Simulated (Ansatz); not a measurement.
InN:
```cif
data_In2N2
_chemical_formula_sum 'In2 N2'
_space_group_name_H-M_alt 'P63mc'
_space_group_IT_number 186
_space_group_name_Hall 'P 6c -2c'
_cell_length_a 3.53789
_cell_length_b 3.53789
_cell_length_c 5.70099
_cell_angle_alpha 90.000
_cell_angle_beta 90.000
_cell_angle_gamma 120.000
loop_
_atom_site_label
_atom_site_type_symbol
_atom_site_symmetry_multiplicity
_atom_site_Wyckoff_symbol
_atom_site_fract_x
_atom_site_fract_y
_atom_site_fract_z
_atom_site_occupancy
In1 In 2 b 0.66667 0.33333 0.00243 1
N1 N 2 b 0.33333 0.66667 0.12277 1
```

This is the HSE06-relaxed structure.

All from HSE06 (plane waves, PAW; program Ansatz), unless another level is named. Predict the gap with spin–orbit coupling.

0.71 eV (at the special points and the edges found without it).

What about the band gap?

0.72 eV (direct).

Next, the valence-band maximum?

at Γ.

Space group P6_3mc (wurtzite). The cell was relaxed with HSE06 under the symmetry of its start. The hybrid was solved on a coarse mesh, the path and, where they were found, the r²SCAN edge points; its band edges are the extreme levels among these. Scalar-relativistic: spin–orbit coupling is off unless named, which matters more the heavier the elements.

Potentials: the later of the program's two PAW sets.
